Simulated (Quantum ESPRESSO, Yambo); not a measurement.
# MgO (Periclase): G0W0 with Yambo, start to end, part 2 of 2

How does a plane-wave GW calculation on MgO (Periclase) run from the first input to the gap?

Quantum ESPRESSO 7.5 and Yambo 5.3.0; PBE and many-body steps on it, plane waves. Known limits of the many-body steps: not at the basis limit; coarse k mesh.

So far. Step 2 (Ground state): The gap is direct, at Γ. Step 3 (Bands along the symmetry lines): The gap is 4.733 eV, as in the run before at this level.

The database entry behind the starting cell differs from later determinations by our own check (about 0.1 % long), so it need not match the best structure at ambient conditions.

### Step 4. Empty states on the mesh, 4×4×4 mesh, 50 bands

Level of this step: DFT, PBE, plane waves, norm-conserving pseudopotentials (Quantum ESPRESSO).

The sums over transitions need many empty states on a uniform mesh; this step solves for them.

pw.in reads:

```
&control
  calculation = 'nscf'
  prefix = 'x'
  outdir = 'o'
  pseudo_dir = 'pseudo'
/
&system
  ibrav = 0
  nat = 2
  ntyp = 2
  ecutwfc = 76.0
  nbnd = 50
  force_symmorphic = .true.
/
&electrons
  conv_thr = 1e-9
  electron_maxstep = 80
  diago_full_acc = .true.
  diago_thr_init = 5e-6
/
ATOMIC_SPECIES
  Mg 24.305 Mg.upf
  O 15.999 O.upf
CELL_PARAMETERS angstrom
  -0.0000000000 2.1085000000 2.1085000000
  2.1085000000 -0.0000000000 2.1085000000
  2.1085000000 2.1085000000 -0.0000000000
ATOMIC_POSITIONS crystal
  Mg 0.0000000000 0.0000000000 0.0000000000
  O 0.5000000000 0.5000000000 0.5000000000
K_POINTS automatic
  4 4 4 0 0 0
```

Started as:

```
OMP_NUM_THREADS=1 mpirun -n 8 pw.x -nk 4 -in pw.in > pw.out
```

The log of the run:

```text
[banner, memory and clock lines left out]
Program PWSCF v.7.5 starts

     Atomic positions and unit cell read from directory:
     o/x.save/

     Message from routine setup:
     using ibrav=0 with symmetry is DISCOURAGED, use correct ibrav instead

     bravais-lattice index     =            0
     lattice parameter (alat)  =       5.6349  a.u.
     unit-cell volume          =     126.5166 (a.u.)^3
     number of atoms/cell      =            2
     number of atomic types    =            2
     number of electrons       =        16.00
     number of Kohn-Sham states=           50
     kinetic-energy cutoff     =      76.0000  Ry
     charge density cutoff     =     304.0000  Ry
     Exchange-correlation= PBE
                           (   1   4   3   4   0   0   0)

     celldm(1)=   5.634916  celldm(2)=   0.000000  celldm(3)=   0.000000
     celldm(4)=   0.000000  celldm(5)=   0.000000  celldm(6)=   0.000000

     crystal axes: (cart. coord. in units of alat)
               a(1) = (  -0.000000   0.707107   0.707107 )
               a(2) = (   0.707107  -0.000000   0.707107 )
               a(3) = (   0.707107   0.707107  -0.000000 )

     reciprocal axes: (cart. coord. in units 2 pi/alat)
               b(1) = ( -0.707107  0.707107  0.707107 )
               b(2) = (  0.707107 -0.707107  0.707107 )
               b(3) = (  0.707107  0.707107 -0.707107 )
     Pseudo is Norm-conserving, Zval = 10.0
     Generated using ONCVPSP code by D. R. Hamann
     Using radial grid of 1510 points,  4 beta functions with:
     Pseudo is Norm-conserving + core correction, Zval =  6.0
     Generated using ONCVPSP code by D. R. Hamann
     Using radial grid of  936 points,  5 beta functions with:
     Mg               10.00    24.30500     Mg( 1.00)
     O                 6.00    15.99900     O ( 1.00)

     48 Sym. Ops., with inversion, found

   Cartesian axes

     site n.     atom                  positions (alat units)
         1        Mg     tau(   1) = (   0.0000000   0.0000000   0.0000000  )
         2        O      tau(   2) = (   0.7071068   0.7071068   0.7071068  )

     number of k points=     8
                       cart. coord. in units 2pi/alat
        k(    1) = (   0.0000000   0.0000000   0.0000000), wk =   0.0312500
        k(    2) = (   0.1767767   0.1767767  -0.1767767), wk =   0.2500000
        k(    3) = (  -0.3535534  -0.3535534   0.3535534), wk =   0.1250000
[...]
k(    7) = (  -0.7071068   0.0000000   0.0000000), wk =   0.0937500
        k(    8) = (  -0.7071068   0.3535534   0.0000000), wk =   0.1875000

     Dense  grid:    11311 G-vectors     FFT dimensions: (  32,  32,  32)

     The potential is recalculated from file :
     o/x.save/charge-density

     Starting wfcs are    9 randomized atomic wfcs +   41 random wfcs

     Band Structure Calculation

     End of band structure calculation

          k = 0.0000 0.0000 0.0000 (  1411 PWs)   bands (ev):

   -64.3635 -31.1133 -31.1133 -31.1133  -9.1597   8.0109   8.0109   8.0109
    12.7439  23.9496  23.9496  23.9496  27.7112  29.7246  29.7246  32.2651
    32.2651  32.2651  46.2619  46.2619  46.2619  46.9113  58.6243  58.6243
[...]
91.2744  93.7465

          k = 0.1768 0.1768-0.1768 (  1405 PWs)   bands (ev):

[...]
93.5439  95.2346

          k =-0.3536-0.3536 0.3536 (  1404 PWs)   bands (ev):

[...]
68.6143  70.4235  72.0114  74.8161  75.6489  75.6489  80.5877  80.5877
    86.2756  86.8183  88.3425  88.3425  89.6624  89.6624  90.8570  99.7026
    99.7026  99.8427

          k = 0.3536 0.0000 0.0000 (  1427 PWs)   bands (ev):

     [... further k-points ...]

     highest occupied, lowest unoccupied level (ev):     8.0109   12.7439

     XML data file, pseudopotentials, collected wavefunctions
```

Run time: 1.5 s. Hardware: 8 MPI ranks of AMD EPYC 7R43, shared host; peak memory 0.05 GiB; 9.3 s of CPU time.

This step gave:

* gap: 4.733 eV
* k of the valence top: 0, 0, 0
* k of the conduction bottom: 0, 0, 0
* least direct gap: 4.733 eV
* k points computed: 8
* lowest point of the top converged band, above the valence top: 85.7357 eV

On this mesh the gap is 4.733 eV.

### Step 5. Conversion and set-up

This step: Yambo 5.3.0; conversion and set-up on PBE, plane waves, norm-conserving pseudopotentials.

The states are converted to the many-body program's format and the q mesh is built.

Started as:

```
(cd o/x.save; p2y > p2y.log; mv SAVE ../..); yambo > setup.log
```

The log of the run:

```text
 Yambo, version 5.3.0

 [02] CORE Variables Setup
 =========================

  [02.01] Unit cells
  ==================

  Cell kind             :  FCC
  Atoms in the cell     :  Mg  O
  number of Mg atoms    :  1
  number of O  atoms    :  1

  List of atomic masses
  Mass of Mg    :  24.30500
  Mass of O     :  15.99900

  List of atomic coordinates    : [cc]
  Mg1       :  0.000000  0.000000  0.000000  order 1
  O1       :  3.984488  3.984488  3.984488  order 2

  Alat factors          :  3.984488  3.984488  3.984488 [a.u.]
  Direct lattice volume :  126.5166 [a.u.]
  Direct lattice vectors:  A[ 1 ]  A[ 2 ]  A[ 3 ]
   A[ 1 ]: -0.000000  1.000000  1.000000  [iru]
  -0.000000  3.984488  3.984488  [cc]
   A[ 2 ]:  1.000000 -0.000000  1.000000  [iru]
   3.984488 -0.000000  3.984488  [cc]
   A[ 3 ]:  1.000000  1.000000 -0.000000  [iru]
   3.984488  3.984488 -0.000000  [cc]

  Recip. lattice volume :  1.960614 [a.u.]
  Recip. lattice vectors:  B[ 1 ]  B[ 2 ]  B[ 3 ]
   B[ 1 ]: -0.500000  0.500000  0.500000  [iku]
  -0.788456  0.788456  0.788456  [cc]
   B[ 2 ]:  0.500000 -0.500000  0.500000  [iku]
   0.788456 -0.788456  0.788456  [cc]
   B[ 3 ]:  0.500000  0.500000 -0.500000  [iku]
   0.788456  0.788456 -0.788456  [cc]

  [02.02] Symmetries
  ==================

  Inversion symmetry    : yes
  Spatial inversion     : yes
  Inversion index       :  25
  K-space Time-reversal : no
  Magnetic symmetries   : no
  Group table correct   : yes
  Symmetries units      :  [cc]

   [S  1]:   1.0000     -0.13128E-16 -0.13128E-16 -0.13128E-16   1.0000      0.13128E-16  0.13128E-16  0.13128E-16   1.0000
   [S  2]:  -1.0000      0.13128E-16 -0.13128E-16  0.13128E-16  -1.0000      0.13128E-16 -0.13128E-16 -0.13128E-16   1.0000
   [S  3]:  -1.0000     -0.13128E-16  0.13128E-16  0.13128E-16   1.0000     -0.13128E-16 -0.13128E-16  0.13128E-16  -1.0000
[...]
[... 36 further rows ...]
   [S 47]: -0.13128E-16   1.0000      0.13128E-16  0.13128E-16 -0.13128E-16  -1.0000       1.0000      0.13128E-16 -0.13128E-16
   [S 48]: -0.13128E-16  -1.0000     -0.13128E-16  0.13128E-16  0.13128E-16   1.0000       1.0000     -0.13128E-16  0.13128E-16

  [02.03] Reciprocal space
  ========================

  nG shells         :  165
  nG charge         :  11311
  nG WFs            :  1863
  nC WFs            :  1428
  G-vecs. in first 16 shells:  [ Number ]
     1    9   15   27   51   59   65   89  113
   137  169  181  229  259  283  307
  ...
  Shell energy in first 16 shells:  [ mHa ]
    0.00000      932.494      1243.33      2486.65      3419.14      3729.98      4973.30      5905.80      6216.63
    7459.95      8392.45      9946.60      10879.1      11189.9      12433.3      13365.7
  ...

  [02.04] K-grid lattice
  ======================

  Compatible Grid is   : 3D
  Base K vectors       :  K_min[ 1 ]  K_min[ 2 ]  K_min[ 3 ]
[...]
BZ  K-points                                      :   64

  K/Q-points units:
  rlu = crystal or reduced units; cc = cartesian coordinates; iku = interal k-units

  K [1]          [rlu]:  0.000000  0.000000  0.000000
         WF components:  1411
  K [2]          [rlu]:  0.15368E-17  0.15368E-17  0.25000
         WF components:  1405
  K [3]          [rlu]: -0.30736E-17 -0.30736E-17 -0.50000
         WF components:  1404
  K [4]          [rlu]: -0.94682E-17  0.25000      0.25000
         WF components:  1427
  K [5]          [rlu]: -0.11041E-16  0.25000     -0.50000
         WF components:  1423
  [... 2 further k-points ...]
  K [8]          [rlu]:  0.250000 -0.500000 -0.250000
         WF components:  1424

  [02.05] Energies & Occupations
  ==============================

  [X] === General ===
  [X] Electronic Temperature                        :  0.000000  0.000000 [eV K]
  [X] Bosonic    Temperature                        :  0.000000  0.000000 [eV K]
  [X] Finite Temperature mode                       : no
  [X] El. density                                   :  0.85343E+24 [cm-3]
  [X] Fermi Level                                   :  8.010858 [eV]

  [X] === Gaps and Widths ===
  [X] Conduction Band Min                           :  4.733020 [eV]
  [X] Valence Band Max                              :  0.000000 [eV]
  [X] Filled Bands                                  :   8
  [X] Empty Bands                                   :    9   50
  [X] Direct Gap                                    :  4.733020 [eV]
  [X] Direct Gap localized at k                     :  1
  [X] Indirect Gap                                  :  4.733020 [eV]
  [X] Indirect Gap between kpts                     :  1  1
  [X] Last valence band width                       :  1.746695 [eV]
  [X] 1st conduction band width                     :  6.928393 [eV]

  E @ K [1]:  [eV]
   -72.374      -39.124      -39.124      -39.124      -17.171     -0.10718E-08 -0.28700E-09   0.0000
    4.73302  15.93871  15.93871  15.93871  19.70033  21.71377  21.71377  24.25421
  occ @ K [1]
   2.000000  2.000000  2.000000  2.000000  2.000000  2.000000  2.000000  2.000000
[...]
E @ K [2]:  [eV]
[...]
occ @ K [2]
[...]
E @ K [3]:  [eV]
[...]
occ @ K [3]
[...]
E @ K [4]:  [eV]
[...]
occ @ K [4]
[...]
E @ K [5]:  [eV]
[...]
occ @ K [5]
[...]
[... 2 further k-points ...]
  E @ K [8]:  [eV]
[...]
occ @ K [8]
   2.000000  2.000000  2.000000  2.000000  2.000000  2.000000  2.000000  2.000000
   0.000000  0.000000  0.000000  0.000000  0.000000  0.000000  0.000000  0.000000

 [03] Transferred momenta grid and indexing
 ==========================================

 IBZ Q-points                                      :   8
 BZ  Q-points                                      :   64

 K/Q-points units:
 rlu = crystal or reduced units; cc = cartesian coordinates; iku = interal k-units

 Q [1]          [rlu]:  0.000000  0.000000  0.000000
 Q [2]          [rlu]:  0.15368E-17  0.15368E-17  0.25000
 Q [3]          [rlu]: -0.30736E-17 -0.30736E-17 -0.50000
[...]
Q [7]          [rlu]:  0.54139E-16 -0.50000     -0.50000
 Q [8]          [rlu]:  0.250000 -0.500000 -0.250000

  [03.01] X indexes
  =================

   [03.01.01] Sigma indexes
   ========================

 [06] Game Over & Game summary
```

Wall time 2.5 s (1 MPI rank); peak memory 0.23 GiB.

### Step 6. Screening and self-energy, 4×4×4 mesh, 50 bands, screening to 163.3 eV

G0W0 replaces the xc potential by the self-energy, built once from these orbitals. Only a window of levels is corrected, while the sums run over the empty bands that the input names.

This step: G0W0 on PBE, plane waves, norm-conserving pseudopotentials.

gw1.in reads:

```
HF_and_locXC
gw0
dyson
ppa
em1d
rim_cut
RandQpts= 1000000
RandGvec= 1 RL
EXXRLvcs= 76 Ry
VXCRLvcs= 304 Ry
Chimod= "HARTREE"
% BndsRnXp
 1 | 50 |
%
NGsBlkXp= 12 Ry
% LongDrXp
 1 | 1 | 1 |
%
% GbndRnge
 1 | 50 |
%
DysSolver= "n"
ExtendOut
PPAPntXp= 27.21138 eV
% QPkrange
 1 | 1 | 7 | 10 |
%
```

Started as:

```
OMP_NUM_THREADS=1 mpirun -n 8 yambo -F gw1.in -J gw1 -C gw1 > gw1.log
```

The log of the run:

```text
 Yambo, version 5.3.0

 [02] CORE Variables Setup
 =========================

  [... cell, symmetries and grids as in the set-up ...]

  [02.05] Energies & Occupations
  ==============================

  [X] === General ===
  [X] Electronic Temperature                        :  0.000000  0.000000 [eV K]
  [X] Bosonic    Temperature                        :  0.000000  0.000000 [eV K]
  [X] Finite Temperature mode                       : no
  [X] El. density                                   :  0.85343E+24 [cm-3]
  [X] Fermi Level                                   :  8.010858 [eV]

  [X] === Gaps and Widths ===
  [X] Conduction Band Min                           :  4.733020 [eV]
  [X] Valence Band Max                              :  0.000000 [eV]
  [X] Filled Bands                                  :   8
  [X] Empty Bands                                   :    9   50
  [X] Direct Gap                                    :  4.733020 [eV]
  [X] Direct Gap localized at k                     :  1
  [X] Indirect Gap                                  :  4.733020 [eV]
  [X] Indirect Gap between kpts                     :  1  1
  [X] Last valence band width                       :  1.746695 [eV]
  [X] 1st conduction band width                     :  6.928393 [eV]

 [03] Transferred momenta grid and indexing
 ==========================================

 IBZ Q-points                                      :   8
 BZ  Q-points                                      :   64

 K/Q-points units:
 rlu = crystal or reduced units; cc = cartesian coordinates; iku = interal k-units

 Q [1]          [rlu]:  0.000000  0.000000  0.000000
 Q [2]          [rlu]:  0.15368E-17  0.15368E-17  0.25000
 Q [3]          [rlu]: -0.30736E-17 -0.30736E-17 -0.50000
 Q [4]          [rlu]: -0.27069E-16  0.25000      0.25000
 Q [5]          [rlu]: -0.16064E-16  0.25000      0.50000
 Q [6]          [rlu]: -0.30736E-17  0.25000     -0.25000
 Q [7]          [rlu]:  0.54139E-16 -0.50000     -0.50000
 Q [8]          [rlu]:  0.250000 -0.500000 -0.250000

 [04] Coloumb potential Random Integration (RIM)
 ===============================================

  [04.01] RIM initialization
  ==========================

  * Diagonal components only detected *

  8 x (sBL volume)        :  0.245077 [a.u.]
  sBZ random points       :  1000000
  Points outside the sBZ  :   7999624
  RL volume               :  1.960614 [a.u.]
  Integrated volume       :  1.960707 [a.u.]

  [04.02] RIM integrals
  =====================

  Gamma point sphere radius             :  0.113514 [a.u.]
  Points outside the sphere             :   799635
  [Int_sBZ(q=0) 1/q^2]*(Vol_sBZ)^(-1/3) =:  7.763403
                                 should be <:  7.795600

  Summary of Coulomb integrals for non-metallic bands |Q|[au] RIM/Bare

  Q [1] 0.100000E-4 0.995870 * Q [2] 0.341411 1.064378
  Q [4] 0.394228 1.063960 * Q [6] 0.557523 1.026260
  Q [5] 0.653753 1.019161 * Q [3] 0.682823 1.016674
  Q [7] 0.788456 1.013019 * Q [8] 0.881520 1.009952

 [05] Dipoles
 ============

  [05.01] Setup: observables and procedures
  =========================================

 [06] Dynamic Dielectric Matrix (PPA)
 ====================================

 [SLK-Inversion]  Pools        :  2
 [SLK-Inversion]  BLACS grid   :  2  2

 [WR./gw1//ndb.pp]---------------------------------------------------------------
  Brillouin Zone Q/K grids (IBZ/BZ)                :    8   64    8   64
  RL vectors                                       :  1893 [WF]
  Coulomb cutoff potential                         : none
  Electronic Temperature                           :  0.000000 [K]
  Bosonic    Temperature                           :  0.000000 [K]
  PPA    diel. fun.  energies                      : Perdew, Burke & Ernzerhof(X)+Perdew, Burke & Ernzerhof(C)
  wavefunctions                                    : Perdew, Burke & Ernzerhof(X)+Perdew, Burke & Ernzerhof(C)
  Global Gauge                                     : length
  X matrix size                                    :  113
  X band range                                     :    1   50
  X e/h energy range                               : -1.000000 -1.000000 [eV]
  X Time ordering                                  : R
  X Hxc Kernel                                     : HARTREE
  X Drude frequency                                :  0.000000  0.000000
  X poles                                          :  100.0000 [o/o]
  RL vectors in the sum                            :  1893
  [r,Vnl] included                                 : yes
  Field direction                                  :  0.577350E-5  0.577350E-5  0.577350E-5
  BZ energy Double Grid                            : no
  BZ energy DbGd points                            : 0
  BZ Q point size factor                           : -1.000000
  X Optical Averaged directions                    : none

 [07] Local Exchange-Correlation + Non-Local Fock
 ================================================

 [VXC] Plane waves :  11311
 [EXS] Plane waves :  1459

 QP @ state[ 1 ] K range:  1  1
 QP @ state[ 1 ] b range:   7  10

 [xc] Functional : Perdew, Burke & Ernzerhof(X)+Perdew, Burke & Ernzerhof(C)
 [xc] LIBXC used to calculate xc functional
  PP Number of Atomic Species                      :  2
  NLCC RL compoments                               :  11311
  PP Number of Atomic Species                      :  2
  NLCC RL compoments                               :  11311

 [xc] E_xc :  -11.58643 [Ha]
      E_xc :  -23.17287 [Ry]

  Local XC kind (lXC) : Perdew, Burke & Ernzerhof(X)+Perdew, Burke & Ernzerhof(C)
  Non-Local XC kind (nlXC) : Hartree-Fock

  Corrections @ K [1] :  [eV]
 <7|nlXC|7> = -25.46056 -0.71903E-17 <7|lXC|7> = -20.11168  0.000000
 <8|nlXC|8> = -25.46051 -0.54943E-17 <8|lXC|8> = -20.11168  0.000000
 <9|nlXC|9> = -8.790014  0.24057E-17 <9|lXC|9> = -13.44687 -0.18882E-15
 <10|nlXC|10> = -3.679122  0.69816E-18 <10|lXC|10> = -9.561367  0.000000

 [08] Dyson equation: Newton solver
 ==================================

  [08.01] G0W0 (W PPA)
  ====================

  [  GW  ] Bands range     :    1   50
  [GW/PPA] G damping       :  0.100000 [eV]

  QP @ state[ 1 ] K range:  1  1
  QP @ state[ 1 ] b range:   7  10

   Sc/G bands                                       :    1   50
   Sc/G damping                                     :  0.100000 ev
   Sc bands terminator                              : no
   Sx RL components                                 :  1459

   QP @ state[ 1 ] K range                          :  1  1
   QP @ state[ 1 ] b range                          :   7  10
   GF energies kind                                 : Perdew, Burke & Ernzerhof(X)+Perdew, Burke & Ernzerhof(C)
   GF WF`s kind                                     : Perdew, Burke & Ernzerhof(X)+Perdew, Burke & Ernzerhof(C)
   Xs energies kind                                 : Perdew, Burke & Ernzerhof(X)+Perdew, Burke & Ernzerhof(C)
   Xs WF`s kind                                     : Perdew, Burke & Ernzerhof(X)+Perdew, Burke & Ernzerhof(C)

 [11] Game Over & Game summary
```

It took 7.9 s on 8 MPI ranks; peak memory 2.4 GiB.

Numbers from this step:

```yaml
g0w0_gap_on_the_points_computed: 6.873 eV
starting_gap_on_the_mesh: 4.733 eV
k_of_the_valence_top: 0, 0, 0
k_of_the_conduction_bottom: 0, 0, 0
least_direct_g0w0_gap_on_the_computed_points: 6.873 eV
z_at_the_valence_top: 0.8014
z_at_the_conduction_bottom: 0.8515
```

The gap on the mesh goes from 4.73 eV to 6.87 eV, a correction of +2.14 eV.

Limits: finite bands, cutoff and mesh; coarse k mesh. v1 is the top filled band, c1 the lowest empty one. The levels before and after the correction (eV, zero at the valence-band top of each column):

|  | conduction bottom | valence top |
| --- | --- | --- |
| Kohn-Sham | 4.73 | 0.00 |
| G0W0 | 6.87 | 0.00 |

|  | level | energy (eV) |
| --- | --- | --- |
| Kohn-Sham | Γ v2-v1 | 0.000 |
| Kohn-Sham | Γ c1 | 4.733 |
| Kohn-Sham | Γ c2 | 15.939 |
| G0W0 | Γ v2-v1 | 0.000 |
| G0W0 | Γ c1 | 6.873 |
| G0W0 | Γ c2 | 18.238 |

### Step 7. Where the time went

Times are wall times on the hardware named with each run, good to a factor of about two.

| step | time | share | memory (GiB) |
| --- | --- | --- | --- |
| ground state | 2.3 s | 14 % | 0.44 |
| bands along the symmetry lines | 1.8 s | 11 % | 0.05 |
| empty states on the mesh | 1.5 s | 9 % | 0.05 |
| conversion and set-up | 2.5 s | 16 % | 0.23 |
| screening and self-energy | 7.9 s | 50 % | 2.4 |

### Step 8. Outcome

- PBE gap: 4.73 eV, direct
- G0W0 gap on the mesh: 6.87 eV
- GW settings: 4×4×4 mesh, 50 bands, screening to 163.3 eV, Godby-Needs plasmon pole
- known limits: not at the basis limit; coarse k mesh

G0W0 moves the gap on the mesh from 4.73 eV to 6.87 eV (+2.14 eV), with Z of 0.80 and 0.85 at the edges. Only 1 of the mesh's irreducible points was corrected, so a valley elsewhere could overtake. The dearest step here is «screening and self-energy». Bands and cutoff are finite, so the gap is not at the basis limit. The miss can reach some tenths of an eV and take either sign; the mesh is an error of its own. In the G0W0 run levels were corrected at 1 k point alone, so a gap called «on the mesh» is the least over those, and an edge elsewhere would be missed. The 4×4×4 mesh is coarse for this cell, which bears on the long-range parts of exchange and screening.

[Paths, hosts, dates, memory and timing lines, banners, echoed tables and standing remarks are left out of the program output.]

[Logs are printed without paths, hosts, clocks, repeated set-up lines and the standing remarks that a program may print on its own settings, such as how far it seeks lower states.]

[Runs of the session that timed out or met a known fault of the program may be left out.]

[Hosts, paths, dates, database ids (printed as entryN), source tags and the programs' standing remarks are cut or masked in the printed files.]
